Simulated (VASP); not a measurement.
# Fe (Im-3m) in VASP: convergence with SIGMA

Aim: find how far SIGMA must go before the results for Fe settle, at PBE. This setting moves, with any that are tied to it; all else stays.

Everything below comes from runs of VASP 6.6.1. Logs are shortened: lines on timing, memory, paths and dates and some standing lists are left out, and cuts for length are marked.

## 1. The crystal as given

It takes space group Im-3m (No. 229, cubic). The conventional cell has a = 2.886 Å, b = 2.886 Å, c = 2.886 Å, α = 90.00°, β = 90.00°, γ = 90.00°. Fe (site symmetry m-3m) is surrounded by 8 Fe at 2.50 Å.

## 2. With SIGMA 0.3 eV

File INCAR:

```
SYSTEM = Fe
PREC = Accurate
ENCUT = 520
EDIFF = 1E-6
ISMEAR = -1
SIGMA = 0.3
LREAL = .FALSE.
LASPH = .TRUE.
NELM = 100
ALGO = Fast
ISIF = 2
LWAVE = .FALSE.
LCHARG = .FALSE.
ISPIN = 2
MAGMOM = 3
LORBIT = 11
LMAXMIX = 4
GGA = PE
NBANDS = 14
```

File KPOINTS:

```
Automatic mesh
0
G
  13 13 13
  0 0 0
```

File POSCAR:

```
Fe
1.0
   -1.4430000000      1.4430000000      1.4430000000
    1.4430000000     -1.4430000000      1.4430000000
    1.4430000000      1.4430000000     -1.4430000000
Fe
1
Direct
    0.0000000000      0.0000000000      0.0000000000
```

Potentials or basis: VASP PAW PBE potentials, release 64 (Fe).

Command:

```sh
> cat potpaw_PBE.64/Fe/POTCAR > POTCAR
> mpirun -np 1 vasp_std > vasp.out
```

OUTCAR:

```text
SYSTEM = Fe
   PREC = Accurate
   ENCUT = 520
   EDIFF = 1E-6
   ISMEAR = -1
   LREAL = .FALSE.
   LASPH = .TRUE.
   NELM = 100
   ISIF = 2
   ISPIN = 2
   LORBIT = 11
   GGA = PE

 Found     84 irreducible k-points:

 Following reciprocal coordinates:
            Coordinates               Weight
  0.000000  0.000000  0.000000      1.000000
  0.076923  0.000000  0.000000     12.000000
  0.153846  0.000000  0.000000     12.000000
  0.230769  0.000000  0.000000     12.000000
  0.307692  0.000000  0.000000     12.000000
  0.384615  0.000000  0.000000     12.000000
   k-points           NKPTS =     84   k-points in BZ     NKDIM =     84   number of bands    NBANDS=     14
   number of dos      NEDOS =    301   number of ions     NIONS =      1
   total plane-waves  NPLWV =   8000
   dimension x,y,z NGX =    20 NGY =   20 NGZ =   20
   dimension x,y,z NGXF=    40 NGYF=   40 NGZF=   40
   ions per type =               1
   NGX,Y,Z   is equivalent  to a cutoff of  13.30, 13.30, 13.30 a.u.
   NGXF,Y,Z  is equivalent  to a cutoff of  26.61, 26.61, 26.61 a.u.
 SYSTEM =  Fe
   PREC   = accura    normal or accurate (medium, high low for compatibility)
   ISTART =      0    job   : 0-new  1-cont  2-samecut
   ICHARG =      2    charge: 1-file 2-atom 10-const
   ISPIN  =      2    spin polarized calculation?
   LNONCOLLINEAR =      F non collinear calculations
   LSORBIT =      F    spin-orbit coupling
   LASPH  =      T    aspherical Exc in radial PAW
   ENCUT  =  520.0 eV  38.22 Ry    6.18 a.u.   4.65  4.65  4.65*2*pi/ulx,y,z
   NELM   =    100;   NELMIN=  2; NELMDL= -5     # of ELM steps
   EDIFF  = 0.1E-05   stopping-criterion for ELM
   LREAL  =      F    real-space projection
[... 7 lines left out ...]
   TEBEG  =    0.0;   TEEND  =   0.0 temperature during run
   PSTRESS=    0.0 pullay stress
   NELECT =       8.0000    total number of electrons
   NUPDOWN=      -1.0000    fix difference up-down
[... 154 lines left out ...]
      2       5.0224      0.78549
      3       5.0225      0.78543
      4       5.0226      0.78542
      5       6.9193      0.00653
      6       6.9194      0.00653
      7      29.4705      0.00000
      8      29.4705      0.00000
      9      29.4705      0.00000
     10      34.6375      0.00000
     11      34.6375      0.00000
     12      37.6803      0.00000
     13      37.6908      0.00000
     14      37.6909      0.00000
[... 71 lines left out ...]
      1       1.4970      1.00000
      2       3.9736      0.99179
      3       5.0170      0.78855
      4       6.7310      0.01216
      5       7.1056      0.00352
      6       7.3738      0.00144
      7      15.7328      0.00000
      8      23.8414      0.00000
      9      26.1269      0.00000
     10      28.4919      0.00000
     11      32.0361      0.00000
     12      38.9578      0.00000
     13      39.3632      0.00000
     14      48.8555      0.00000

 [... further k-points ...]

------------------------ aborting loop because EDIFF is reached ----------------------------------------

  FORCE on cell =-STRESS in cart. coord.  units (eV):
  Direction    XX          YY          ZZ          XY          YZ          ZX
  --------------------------------------------------------------------------------------
  -------------------------------------------------------------------------------------
  Total       -0.5959012     -0.5959012     -0.5959012      0.0000000      0.0000000      0.0000000
  in kB      -79.4375535    -79.4375535    -79.4375535      0.0000000      0.0000000      0.0000000
  external PRESSURE =     -79.4375535 kB  Pullay stress =       0.0000000 kB

 VOLUME and BASIS-vectors are now :
 -----------------------------------------------------------------------------
  energy-cutoff  :      520.00
  volume of cell :       12.02
      direct lattice vectors                 reciprocal lattice vectors
    -1.443000000  1.443000000  1.443000000     0.000000000  0.346500347  0.346500347
     1.443000000 -1.443000000  1.443000000     0.346500347  0.000000000  0.346500347
     1.443000000  1.443000000 -1.443000000     0.346500347  0.346500347  0.000000000

 POSITION                                       TOTAL-FORCE (eV/Angst)
 -----------------------------------------------------------------------------------
      0.00000      0.00000      0.00000         0.000000     -0.000000      0.000000
 -----------------------------------------------------------------------------------
    total drift:                                0.000000     -0.000000      0.000000

  FREE ENERGIE OF THE ION-ELECTRON SYSTEM (eV)
  ---------------------------------------------------
  free  energy   TOTEN  =        -8.3825216188 eV

  energy  without entropy=       -8.0265717589  energy(sigma->0) =       -8.20454669

 total charge

# of ion       s       p       d       tot
------------------------------------------
    1        0.465   0.493   6.199   7.157

 magnetization (x)

# of ion       s       p       d       tot
------------------------------------------
    1       -0.011  -0.047   2.276   2.217
```

OSZICAR:

```text
N       E                     dE             d eps       ncg     rms          rms(c)
DAV:   1     0.215142444016E+02    0.21514E+02   -0.38267E+03  5140   0.678E+02
DAV:   2    -0.840532532247E+01   -0.29920E+02   -0.27358E+02  5136   0.126E+02
DAV:   3    -0.929928320564E+01   -0.89396E+00   -0.88775E+00  5698   0.231E+01
DAV:   4    -0.930233487180E+01   -0.30517E-02   -0.30514E-02  5430   0.121E+00
DAV:   5    -0.930234981516E+01   -0.14943E-04   -0.14945E-04  5786   0.891E-02    0.109E+01
RMM:   6    -0.848440188129E+01    0.81795E+00   -0.16266E+00  5900   0.138E+01    0.606E+00
RMM:   7    -0.839825887228E+01    0.86143E-01   -0.76554E-02  5936   0.307E+00    0.343E+00
RMM:   8    -0.838812569048E+01    0.10133E-01   -0.72838E-03  5907   0.618E-01    0.131E+00
RMM:   9    -0.838297718045E+01    0.51485E-02   -0.18506E-03  5858   0.281E-01    0.407E-01
RMM:  10    -0.838247955610E+01    0.49762E-03   -0.37251E-04  5959   0.207E-01    0.120E-01
RMM:  11    -0.838250773645E+01   -0.28180E-04   -0.94527E-05  5991   0.893E-02    0.383E-02
RMM:  12    -0.838252091390E+01   -0.13177E-04   -0.21154E-05  5916   0.376E-02    0.234E-02
RMM:  13    -0.838252161884E+01   -0.70494E-06   -0.33051E-06  5883   0.147E-02
   1 F= -.83825216E+01 E0= -.82045467E+01  d E =-.355950E+00  mag=     2.2141
```

stdout:

```text
POSCAR found type information on POSCAR Fe
 POSCAR found :  1 types and       1 ions
 scaLAPACK will be used
 LDA part: xc-table for (Slater+PW92), standard interpolation
 POSCAR, INCAR and KPOINTS ok, starting setup
 FFT: planning ... GRIDC
 FFT: planning ... GRID_SOFT
 FFT: planning ... GRID
 WAVECAR not read
 entering main loop
WARNING in EDDRMM: call to ZHEGV failed, returncode =   6  3     11
WARNING in EDDRMM: call to ZHEGV failed, returncode =   8  4     13
WARNING in EDDRMM: call to ZHEGV failed, returncode =   8  4     12
```

It took 13 s on 1 thread of Intel Xeon 6975P-C (Granite Rapids), shared host; peak memory 0.14 GiB.

Results:

| Quantity | Value |
| --- | --- |
| Free energy | -8.3825 eV |
| Pressure | -7.9 GPa |
| Band gap on the k mesh | none (metal or under the smearing width) |
| Net moment | 2.21 μB per cell |
| Site moments | Fe +2.22 μB |
| Valence electrons inside the program's atomic spheres | Fe 7.16 |

## 3. With SIGMA 0.2 eV

INCAR: that of step 2 with these lines changed.

```diff
@@ -5,3 +5,3 @@
 ISMEAR = -1
-SIGMA = 0.3
+SIGMA = 0.2
 LREAL = .FALSE.
```

KPOINTS is that of step 2.

POSCAR is that of step 2.

Potentials or basis: VASP PAW PBE potentials, release 64 (Fe).

Command:

```sh
> cat potpaw_PBE.64/Fe/POTCAR > POTCAR
> mpirun -np 1 vasp_std > vasp.out
```

Run time: 13 s. Hardware: 1 thread of Intel Xeon 6975P-C (Granite Rapids), shared host; peak memory 0.14 GiB.

What came out:

```
Free energy                                           : -8.2891 eV
Pressure                                              : -8.4 GPa
Band gap on the k mesh                                : none (metal or under the smearing width)
Net moment                                            : 2.29 μB per cell
Site moments                                          : Fe +2.29 μB
Valence electrons inside the program's atomic spheres : Fe 7.16
```

## 4. With SIGMA 0.15 eV

INCAR: that of step 3 with these lines changed.

```diff
@@ -5,3 +5,3 @@
 ISMEAR = -1
-SIGMA = 0.2
+SIGMA = 0.15
 LREAL = .FALSE.
```

KPOINTS is that of step 3.

POSCAR is that of step 3.

Command:

```sh
> cat potpaw_PBE.64/Fe/POTCAR > POTCAR
> mpirun -np 1 vasp_std > vasp.out
```

Run time: 12 s. Hardware: 1 thread of Intel Xeon 6975P-C (Granite Rapids), shared host; peak memory 0.14 GiB.

What came out:

```yaml
Free_energy: -8.2583 eV
Pressure: -8.8 GPa
Band_gap_on_the_k_mesh: none (metal or under the smearing width)
Net_moment: 2.30 μB per cell
Site_moments: Fe +2.30 μB
Valence_electrons_inside_the_program's_atomic_spheres: Fe 7.16
```

## 5. With SIGMA 0.1 eV

INCAR: that of step 4 with these lines changed.

```diff
@@ -5,3 +5,3 @@
 ISMEAR = -1
-SIGMA = 0.15
+SIGMA = 0.1
 LREAL = .FALSE.
```

KPOINTS is that of step 4.

POSCAR is that of step 4.

Command:

```sh
> cat potpaw_PBE.64/Fe/POTCAR > POTCAR
> mpirun -np 1 vasp_std > vasp.out
```

Wall time 12 s (1 thread of Intel Xeon 6975P-C (Granite Rapids), shared host); peak memory 0.14 GiB.

What came out:

- Free energy: -8.2359 eV
- Pressure: -9.2 GPa
- Band gap on the k mesh: none (metal or under the smearing width)
- Net moment: 2.29 μB per cell
- Site moments: Fe +2.30 μB
- Valence electrons inside the program's atomic spheres: Fe 7.16

## 6. With SIGMA 0.05 eV

INCAR: that of step 5 with these lines changed.

```diff
@@ -5,3 +5,3 @@
 ISMEAR = -1
-SIGMA = 0.1
+SIGMA = 0.05
 LREAL = .FALSE.
```

KPOINTS is that of step 5.

POSCAR is that of step 5.

Potentials or basis: VASP PAW PBE potentials, release 64 (Fe).

Command:

```sh
> cat potpaw_PBE.64/Fe/POTCAR > POTCAR
> mpirun -np 1 vasp_std > vasp.out
```

It took 12 s on 1 thread of Intel Xeon 6975P-C (Granite Rapids), shared host; peak memory 0.14 GiB.

Results:

```yaml
Free_energy: -8.2214 eV
Pressure: -9.4 GPa
Band_gap_on_the_k_mesh: none (metal or under the smearing width)
Net_moment: 2.29 μB per cell
Site_moments: Fe +2.29 μB
Valence_electrons_inside_the_program's_atomic_spheres: Fe 7.16
```

## 7. With SIGMA 0.02 eV

INCAR: that of step 6 with these lines changed.

```diff
@@ -5,3 +5,3 @@
 ISMEAR = -1
-SIGMA = 0.05
+SIGMA = 0.02
 LREAL = .FALSE.
```

KPOINTS is that of step 6.

POSCAR is that of step 6.

Command:

```sh
> cat potpaw_PBE.64/Fe/POTCAR > POTCAR
> mpirun -np 1 vasp_std > vasp.out
```

Wall time 13 s (1 thread of Intel Xeon 6975P-C (Granite Rapids), shared host); peak memory 0.14 GiB.

What came out:

| Property | Result |
| --- | --- |
| Free energy | -8.2170 eV |
| Pressure | -9.4 GPa |
| Band gap on the k mesh | none (metal or under the smearing width) |
| Net moment | 2.28 μB per cell |
| Site moments | Fe +2.29 μB |
| Valence electrons inside the program's atomic spheres | Fe 7.16 |

## 8. With SIGMA 0.01 eV

INCAR: that of step 7 with these lines changed.

```diff
@@ -5,3 +5,3 @@
 ISMEAR = -1
-SIGMA = 0.02
+SIGMA = 0.01
 LREAL = .FALSE.
```

KPOINTS is that of step 7.

POSCAR is that of step 7.

Command:

```sh
> cat potpaw_PBE.64/Fe/POTCAR > POTCAR
> mpirun -np 1 vasp_std > vasp.out
```

Wall time 13 s (1 thread of Intel Xeon 6975P-C (Granite Rapids), shared host); peak memory 0.14 GiB.

The run converged. Its results:

```
Free energy                                           : -8.2163 eV
Pressure                                              : -9.5 GPa
Band gap on the k mesh                                : none (metal or under the smearing width)
Net moment                                            : 2.28 μB per cell
Site moments                                          : Fe +2.29 μB
Valence electrons inside the program's atomic spheres : Fe 7.16
```

## 9. Result

```tsv
SIGMA	energy less the tightest run, at zero smearing (meV/atom)	pressure (GPa)	largest site moment (μB)	SCF cycles	CPU time (s)	peak memory (GiB)
0.3 eV	11.55	-7.94	2.22	13	12	0.14
0.2 eV	-2.07	-8.44	2.29	13	12	0.14
0.15 eV	-2.56	-8.79	2.30	13	12	0.14
0.1 eV	-1.32	-9.19	2.30	13	12	0.14
0.05 eV	-0.19	-9.36	2.29	13	12	0.14
0.02 eV	-0.05	-9.38	2.29	13	12	0.14
0.01 eV	0.00	-9.46	2.29	13	12	0.14
```

Against the tightest run, the energy stays within 1 meV/atom from 0.05 eV on; the pressure stays within 0.1 GPa from 0.02 eV on; the largest site moment stays within 0.02 μB from 0.2 eV on. Narrower smearing needs a denser k mesh, so at a fixed mesh the narrowest width isn't the most accurate. The tightest run that finished is the yardstick and may itself not be fully converged.
